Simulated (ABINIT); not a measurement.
**Beyond one shot: AlAs (F-43m)**

How far does self-consistency move the gap of AlAs (F-43m)?

Main program and level: ABINIT 10.8.3; PBE and many-body steps on it, plane waves.

**The experiments to reproduce.**

- Gap 3.018 eV: lowest direct gap at Gamma; earlier measurement quoted from literature, technique not stated; 300 K; bulk crystal (pure AlAs, literature value used as model input) (quoted in “Simultaneous Measurement of Mid-Infrared Refractive Indices in Thin-Film Heterostructures: Methodology and Results for GaAs/AlGaAs”, 2023, arxiv:2301.08293).

**1. Set-up**

Symmetry: F-43m, No. 216, cubic system. The conventional cell has a = 5.661 Å, b = 5.661 Å, c = 5.661 Å, α = 90.00°, β = 90.00°, γ = 90.00°. Nearest to Al lie 4 As at 2.45 Å. Nearest to As lie 4 Al at 2.45 Å. Farther neighbours are not listed.

The cell and positions come from the Crystallography Open Database and are kept as given unless a step says otherwise.

**2. Empty states on the mesh, 4×4×4 mesh, 94 bands**

This step: ABINIT 10.8.3; DFT, PBE, plane waves, norm-conserving pseudopotentials.

The sums over transitions need many empty states on a uniform mesh; this step solves for them.

Input file run.abi:

```
acell 3*1.0 Angstrom
rprim 
  0.000000000000 2.830400000000 2.830400000000
  2.830400000000 0.000000000000 2.830400000000
  2.830400000000 2.830400000000 -0.000000000000
ntypat 2
znucl 13 33
natom 2
typat 1 2
xred 
  0.000000000000 0.000000000000 0.000000000000
  0.250000000000 0.250000000000 0.250000000000
pp_dirpath "pseudos"
pseudos "Al.upf, As.upf"
ecut 44
ngkpt 4 4 4
nshiftk 1
shiftk 0 0 0
kptopt 1
chksymbreak 0
iscf -2
irdden 1
istwfk *1
nband 94
nbdbuf 8
tolwfr 1e-09
nstep 60
prtvol 0
indata_prefix "in"
outdata_prefix "out"
tmpdata_prefix "tmp"
```

Command:

```bash
OMP_NUM_THREADS=1 mpirun -n 4 abinit run.abi > log
```

Numbers of over 12 decimals in the logs are rounded to 6 here.

Log:

```text
.Version 10.8.3 of ABINIT. v10.8.2 released Aug 2026.

 Symmetries : space group F-4 3 m (#216); Bravais cF (face-center cubic)
[... echo of the input left out ...]
== DATASET  1 ==================================================================
-   mpi_nproc: 4, omp_nthreads: 1 (-1 if OMP is not activated)

--- !DatasetInfo
iteration_state: {dtset: 1, }
dimensions: {natom: 2, nkpt: 8, mband: 94, nsppol: 1, nspinor: 1, nspden: 1, mpw: 4314, }
cutoff_energies: {ecut:  44.0, pawecutdg:  -1.0, }
[...]
2.53913    2.64093    2.64093    2.64093    2.64403    2.74987    2.74987    2.74987
   2.77954    2.77954    2.93533    2.93533    2.93533    3.00970    3.00970    3.00970
   3.01224    3.01224    3.06842    3.06842    3.06844    3.07461
 prteigrs : prtvol=0 or 1, do not print more k-points.

== END DATASET(S) ==============================================================
================================================================================

 -outvars: echo values of variables after computation  --------
            nband          94
             nkpt           8
          spgroup         216
 [... the other variables as echoed above ...]

 Calculation completed.
```

The job ended after 18 s (4 MPI ranks of Arm Neoverse V2, shared host; peak memory 0.33 GiB).

This step gave:

```
gap                                                           : 1.436 eV
k of the valence top                                          : 0, 0, 0
k of the conduction bottom                                    : 0.5, 0.5, 0
least direct gap                                              : 2.044 eV
k points computed                                             : 8
lowest point of the top converged band, above the valence top : 70.0661 eV
```

On this mesh the gap is 1.436 eV.

The density comes from a self-consistent run that is not shown.

**3. Screening, 4×4×4 mesh, 86 bands, screening to 136.1 eV**

The RPA dielectric matrix is built and inverted for each q.

This step: RPA screening on PBE, plane waves, norm-conserving pseudopotentials.

Changes to run.abi since step 2:

```diff
@@ -20,10 +20,11 @@
 chksymbreak 0
-iscf -2
-irdden 1
 istwfk *1
-nband 94
-nbdbuf 8
-tolwfr 1e-09
-nstep 60
-prtvol 0
+occopt 1
+irdwfk 1
+optdriver 3
+nband 86
+ecuteps 5
+inclvkb 2
+awtr 1
+symchi 1
 indata_prefix "in"
```

Log:

```text
.Version 10.8.3 of ABINIT. v10.8.2 released Aug 2026.

 Symmetries : space group F-4 3 m (#216); Bravais cF (face-center cubic)
[... echo of the input left out ...]
== DATASET  1 ==================================================================
-   mpi_nproc: 4, omp_nthreads: 1 (-1 if OMP is not activated)

--- !DatasetInfo
iteration_state: {dtset: 1, }
dimensions: {natom: 2, nkpt: 8, mband: 86, nsppol: 1, nspinor: 1, nspden: 1, mpw: 4314, }
cutoff_energies: {ecut:  44.0, pawecutdg:  -1.0, }
electrons: {nelect:   2.60000000E+01, charge:   0.00000000E+00, occopt:   1.00000000E+00, tsmear:   1.00000000E-02, }

 SCREENING: Calculation of the susceptibility and dielectric matrices

 Based on a program developped by R.W. Godby, V. Olevano, G. Onida, and L. Reining.
 Incorporated in ABINIT by V. Olevano, G.-M. Rignanese, and M. Torrent.
.Using double precision arithmetic ; gwpc =  8

[... cell and pseudopotentials left out ...]
--------------------------------------------------------------------------------

 ==== K-mesh for the wavefunctions ====
 Number of points in the irreducible wedge :     8
[... list of points left out ...]
 Together with 24 symmetry operations and time-reversal symmetry
 yields    64 points in the full Brillouin Zone.

 ==== Q-mesh for the screening function ====
 Number of points in the irreducible wedge :     8
[... list of points left out ...]
 Together with 24 symmetry operations and time-reversal symmetry
 yields    64 points in the full Brillouin Zone.

 setmesh: FFT mesh size selected  =    30x   30x   30
          total number of points  =        27000

 vcoul_init : cutoff-mode = AUXILIARY_FUNCTION
 q-points for optical limit:   1
     1)      0.000010    0.000020    0.000030

- screening: taking advantage of time-reversal symmetry
- Maximum band index for partially occupied states nbvw = 13
- Remaining bands to be divided among processors   nbcw = 73
- Number of bands treated by each node ~18

 Number of electrons calculated from density =   26.0000; Expected =   26.0000
 average of density, n =  0.084958
 r_s =    1.4111
 omega_plasma =   28.1162 [eV]

 calculating chi0 at frequencies [eV] :
  1    0.000000E+00    0.000000E+00
  2    0.000000E+00    2.811624E+01

--------------------------------------------------------------------------------
  q-point number  1        q = ( 0.000000, 0.000000, 0.000000) [r.l.u.]
--------------------------------------------------------------------------------
[... chi0 elements left out ...]
 For q-point:  0.000010 0.000020 0.000030
  dielectric constant =  14.2065
  dielectric constant without local fields =  15.9518

  Average fulfillment of the sum rule on Im[epsilon] for q-point    1 :     37.56  [%]
[... wings left out ...]
  q-point number  2        q = ( 0.250000, 0.000000, 0.000000) [r.l.u.]
--------------------------------------------------------------------------------
[... chi0 elements left out ...]
  Average fulfillment of the sum rule on Im[epsilon] for q-point    2 :     42.43  [%]

 [... 6 further q-points ...]
```

Run time: 19 s. Hardware: 4 MPI ranks; peak memory 0.82 GiB; 75 s of CPU time.

Numbers from this step:

```
ε∞ with local fields, on this mesh, along the program's q direction : 14.21
the same without local fields                                       : 15.95
plasma frequency                                                    : 28.12 eV
plane waves in the screening matrix                                 : 169
```

Local fields lower ε∞ by 11 %. On a Γ-centred mesh this coarse the value itself is usually too large, while a short band sum pulls it down.

**4. G0W0**

The self-energy is evaluated for the states that the input lists, and the levels follow from it, in one-shot runs by the linearised quasiparticle equation.

This step: G0W0 on PBE, plane waves, norm-conserving pseudopotentials.

Changes to run.abi since step 3:

```diff
@@ -23,8 +23,17 @@
 irdwfk 1
-optdriver 3
+optdriver 4
 nband 86
+gwcalctyp 0
+ecutsigx 44
+symsigma 1
+nkptgw 2
+kptgw 
+  0.0000000000 0.0000000000 0.0000000000
+  0.5000000000 0.5000000000 0.0000000000
+bdgw 
+  11 17
+  12 15
 ecuteps 5
-inclvkb 2
-awtr 1
-symchi 1
+irdscr 1
+ppmodel 1
 indata_prefix "in"
```

Log:

```text
.Version 10.8.3 of ABINIT. v10.8.2 released Aug 2026.

 Symmetries : space group F-4 3 m (#216); Bravais cF (face-center cubic)
[... echo of the input left out ...]
== DATASET  1 ==================================================================
-   mpi_nproc: 4, omp_nthreads: 1 (-1 if OMP is not activated)

--- !DatasetInfo
iteration_state: {dtset: 1, }
dimensions: {natom: 2, nkpt: 8, mband: 86, nsppol: 1, nspinor: 1, nspden: 1, mpw: 4314, }
cutoff_energies: {ecut:  44.0, pawecutdg:  -1.0, }
electrons: {nelect:   2.60000000E+01, charge:   0.00000000E+00, occopt:   1.00000000E+00, tsmear:   1.00000000E-02, }

 SIGMA: Calculation of the GW corrections

 Based on a program developped by R.W. Godby, V. Olevano, G. Onida, and L. Reining.
 Incorporated in ABINIT by V. Olevano, G.-M. Rignanese, and M. Torrent.
.Using double precision arithmetic ; gwpc =  8

[... cell and pseudopotentials left out ...]
--------------------------------------------------------------------------------

 ==== K-mesh for the wavefunctions ====
 Number of points in the irreducible wedge :     8
[... list of points left out ...]
 Together with 24 symmetry operations and time-reversal symmetry
 yields    64 points in the full Brillouin Zone.

 ==== Q-mesh for screening function ====
 Number of points in the irreducible wedge :     8
[... list of points left out ...]
 Together with 24 symmetry operations and time-reversal symmetry
 yields    64 points in the full Brillouin Zone.

 vcoul_init : cutoff-mode = AUXILIARY_FUNCTION
 q-points for optical limit:   1
     1)      0.000010    0.000020    0.000030
 setmesh: FFT mesh size selected  =    45x   45x   45
          total number of points  =        91125

 Number of electrons calculated from density =   26.0000; Expected =   26.0000
 average of density, n =  0.084958
 r_s =    1.4111
 omega_plasma =   28.1162 [eV]

 === KS Band Gaps ===
  >>>> For spin  1
   Minimum direct gap =   2.0442 [eV], located at k-point      :   0.0000  0.0000  0.0000
   Fundamental gap    =   1.4358 [eV], Top of valence bands at :   0.0000  0.0000  0.0000
                                       Bottom of conduction at :   0.5000  0.5000  0.0000
 SIGMA fundamental parameters:
 PLASMON POLE MODEL  1
 number of plane-waves for SigmaX                 4279
 number of plane-waves for SigmaC and W            169
 number of plane-waves for wavefunctions          4279
 number of bands                                    86
 number of independent spin polarizations            1
 number of spinorial components                      1
 number of k-points in IBZ                           8
 number of q-points in IBZ                           8
 number of symmetry operations                      24
 number of k-points in BZ                           64
 number of q-points in BZ                           64
 number of frequencies for dSigma/dE                 9
 frequency step for dSigma/dE [eV]                0.25
 number of omega for Sigma on real axis              0
 max omega for Sigma on real axis  [eV]           0.00
 zcut for avoiding poles [eV]                     0.10

 EPSILON^-1 parameters (SCR file):
 dimension of the eps^-1 matrix on file            169
 dimension of the eps^-1 matrix used               169
 number of plane-waves for wavefunctions          4279
 number of bands                                    86
 number of q-points in IBZ                           8
 number of frequencies                               2
 number of real frequencies                          1
 number of imag frequencies                          1

 matrix elements of self-energy operator (all in [eV])

 Perturbative Calculation

--- !SelfEnergy_ee
iteration_state: {dtset: 1, }
kpoint     : [   0.000,    0.000,    0.000, ]
spin       : 1
KS_gap     :    2.044
QP_gap     :    2.769
Delta_QP_KS:    0.725
data: !SigmaeeData |
     Band     E0 <VxcDFT>   SigX SigC(E0)      Z dSigC/dE  Sig(E)    E-E0       E
       11   4.434 -13.057 -14.997   1.370   0.786  -0.272 -13.505  -0.448   3.985
       12   4.434 -13.057 -14.997   1.370   0.786  -0.272 -13.505  -0.448   3.985
       13   4.434 -13.057 -14.997   1.370   0.786  -0.272 -13.505  -0.448   3.985
       14   6.478 -11.857  -7.665  -3.845   0.794  -0.259 -11.581   0.276   6.754
       15   8.727  -9.563  -5.073  -4.286   0.787  -0.271  -9.402   0.161   8.888
       16   8.727  -9.563  -5.073  -4.286   0.787  -0.271  -9.402   0.161   8.888
       17   8.727  -9.563  -5.073  -4.286   0.787  -0.271  -9.402   0.161   8.888

--- !SelfEnergy_ee
iteration_state: {dtset: 1, }
kpoint     : [   0.500,    0.500,    0.000, ]
spin       : 1
KS_gap     :    3.609
QP_gap     :    4.260
Delta_QP_KS:    0.650
data: !SigmaeeData |
     Band     E0 <VxcDFT>   SigX SigC(E0)      Z dSigC/dE  Sig(E)    E-E0       E
       12   2.260 -11.610 -14.419   1.940   0.773  -0.293 -12.282  -0.672   1.589
       13   2.260 -11.610 -14.419   1.940   0.773  -0.293 -12.282  -0.672   1.589
       14   5.870  -8.423  -4.736  -3.713   0.803  -0.246  -8.444  -0.021   5.848
       15   6.735  -9.140  -5.244  -3.747   0.800  -0.250  -9.021   0.119   6.853

== END DATASET(S) ==============================================================
================================================================================

 -outvars: echo values of variables after computation  --------
           etotal      0.0000000000E+00
            nband          86
             nkpt           8
          spgroup         216
 [... the other variables as echoed above ...]

 Calculation completed.
```

Wall time 5.8 s (4 MPI ranks); peak memory 0.59 GiB.

Numbers from this step:

| Quantity | Value |
| --- | --- |
| G0W0 gap on the points computed | 1.863 eV |
| starting gap on the mesh | 1.436 eV |
| k of the valence top | 0, 0, 0 |
| k of the conduction bottom | 0.5, 0.5, 0 |
| Z at the valence top | 0.786 |
| Z at the conduction bottom | 0.803 |
| least direct G0W0 gap on the computed points | 2.769 eV |

The gap on the mesh goes from 1.44 eV to 1.86 eV, a correction of +0.43 eV.

**5. QSGW, cycle 1**

This step: QSGW on PBE, plane waves, norm-conserving pseudopotentials.

Changes to run.abi since step 4:

```diff
@@ -25,12 +25,24 @@
 nband 86
-gwcalctyp 0
+gwcalctyp 28
 ecutsigx 44
-symsigma 1
-nkptgw 2
+symsigma 0
+nkptgw 8
 kptgw 
   0.0000000000 0.0000000000 0.0000000000
+  0.2500000000 0.0000000000 0.0000000000
+  0.5000000000 0.0000000000 0.0000000000
+  0.2500000000 0.2500000000 0.0000000000
+  0.5000000000 0.2500000000 0.0000000000
+  -0.2500000000 0.2500000000 0.0000000000
   0.5000000000 0.5000000000 0.0000000000
+  -0.2500000000 0.5000000000 0.2500000000
 bdgw 
-  11 17
-  12 15
+  11 20
+  11 20
+  11 20
+  11 20
+  11 20
+  11 20
+  11 20
+  11 20
 ecuteps 5
@@ -38,2 +50,3 @@
 ppmodel 1
+rhoqpmix 0.3
 indata_prefix "in"
```

Log:

```text
.Version 10.8.3 of ABINIT. v10.8.2 released Aug 2026.

 Symmetries : space group F-4 3 m (#216); Bravais cF (face-center cubic)
[... echo of the input left out ...]
== DATASET  1 ==================================================================
-   mpi_nproc: 4, omp_nthreads: 1 (-1 if OMP is not activated)

--- !DatasetInfo
iteration_state: {dtset: 1, }
dimensions: {natom: 2, nkpt: 8, mband: 86, nsppol: 1, nspinor: 1, nspden: 1, mpw: 4314, }
cutoff_energies: {ecut:  44.0, pawecutdg:  -1.0, }
electrons: {nelect:   2.60000000E+01, charge:   0.00000000E+00, occopt:   1.00000000E+00, tsmear:   1.00000000E-02, }

 SIGMA: Calculation of the GW corrections

 Based on a program developped by R.W. Godby, V. Olevano, G. Onida, and L. Reining.
 Incorporated in ABINIT by V. Olevano, G.-M. Rignanese, and M. Torrent.
.Using double precision arithmetic ; gwpc =  8

[... cell and pseudopotentials left out ...]
--------------------------------------------------------------------------------

 ==== K-mesh for the wavefunctions ====
 Number of points in the irreducible wedge :     8
[... list of points left out ...]
 Together with 24 symmetry operations and time-reversal symmetry
 yields    64 points in the full Brillouin Zone.

 ==== Q-mesh for screening function ====
 Number of points in the irreducible wedge :     8
[... list of points left out ...]
 Together with 24 symmetry operations and time-reversal symmetry
 yields    64 points in the full Brillouin Zone.

 vcoul_init : cutoff-mode = AUXILIARY_FUNCTION
 q-points for optical limit:   1
     1)      0.000010    0.000020    0.000030
 setmesh: FFT mesh size selected  =    45x   45x   45
          total number of points  =        91125

 Number of electrons calculated from density =   26.0000; Expected =   26.0000
[...]
spin       : 1
KS_gap     :    3.609
QP_gap     :    4.451
Delta_QP_KS:    0.842
data: !SigmaeeData |
     Band     E_DFT   <VxcDFT>   E(N-1)  <Hhartree>   SigX  SigC[E(N-1)]    Z     dSigC/dE  Sig[E(N)]  DeltaE  E(N)_pert E(N)_diago
[...]
--- !SelfEnergy_ee
iteration_state: {dtset: 1, }
kpoint     : [  -0.250,    0.500,    0.250, ]
spin       : 1
KS_gap     :    7.154
QP_gap     :    8.251
Delta_QP_KS:    1.097
data: !SigmaeeData |
     Band     E_DFT   <VxcDFT>   E(N-1)  <Hhartree>   SigX  SigC[E(N-1)]    Z     dSigC/dE  Sig[E(N)]  DeltaE  E(N)_pert E(N)_diago
[...]
19    16.816   -11.383    16.816    28.199    -4.965    -5.932     1.000     0.000   -10.898     0.486    17.302    17.237
       20    17.034   -10.384    17.034    27.418    -4.032    -6.165     1.000     0.000   -10.197     0.187    17.220    17.305

 New Fermi energy :        1.782981E-01 Ha ,    4.851737E+00 eV

 === QP Band Gaps ===
  >>>> For spin  1
   Minimum direct gap =   2.9637 [eV], located at k-point      :   0.0000  0.0000  0.0000
   Fundamental gap    =   1.9831 [eV], Top of valence bands at :   0.0000  0.0000  0.0000
                                       Bottom of conduction at :   0.5000  0.5000  0.0000

 writing QP data on file : out_QPS

 Convergence of QP corrections
 >>>>> For spin  1 <<<<<
.  kptgw no:  1; Maximum DeltaE = (   0.000   0.000) for band index:  2
.  kptgw no:  2; Maximum DeltaE = (  -0.570   0.000) for band index:  1
.  kptgw no:  3; Maximum DeltaE = (  -0.882  -0.002) for band index:  1
[...]
.  kptgw no:  7; Maximum DeltaE = (  -0.988  -0.002) for band index:  1
.  kptgw no:  8; Maximum DeltaE = (  -1.071   0.001) for band index:  1

== END DATASET(S) ==============================================================
================================================================================

 -outvars: echo values of variables after computation  --------
           etotal      0.0000000000E+00
            nband          86
             nkpt           8
          spgroup         216
 [... the other variables as echoed above ...]

 Calculation completed.
```

Run time: 81 s. Hardware: 4 MPI ranks; peak memory 1.2 GiB.

Numbers from this step:

| Item | Value |
| --- | --- |
| quasiparticle gap on the mesh | 1.983 eV |
| gap of the density functional on the mesh | 1.436 eV |
| k of the valence top | 0, 0, 0 |
| k of the conduction bottom | 0.5, 0.5, 0 |
| Z at the valence top | 1 |
| Z at the conduction bottom | 1 |
| least direct quasiparticle gap on the computed points | 2.964 eV |

Against G0W0 in ABINIT (4×4×4 mesh, 86 bands, screening to 136.1 eV, Godby-Needs plasmon pole), the gap moves by +0.120 eV.

(Continued in part 2 of 3.)

[Paths, hosts, dates, memory and timing lines, banners, echoed tables and standing remarks are left out of the program output.]

[Logs are printed without paths, hosts, clocks, repeated set-up lines and the standing remarks that a program may print on its own settings, such as how far it seeks lower states.]

[Runs of the session that timed out or met a known fault of the program may be left out.]

[Hosts, paths, dates, database ids (printed as entryN), source tags and the programs' standing remarks are cut or masked in the printed files.]

[G0W0 gaps are taken among the corrected bands and points alone; a level outside them can change the order at an edge.]

[Where Ansatz stands beside ABINIT at settings called matched, ABINIT's density can come from a denser mesh and the files from another edition; pairs whose starting gaps differed by over 0.03 eV were left out, so agreement reads better than it is.]
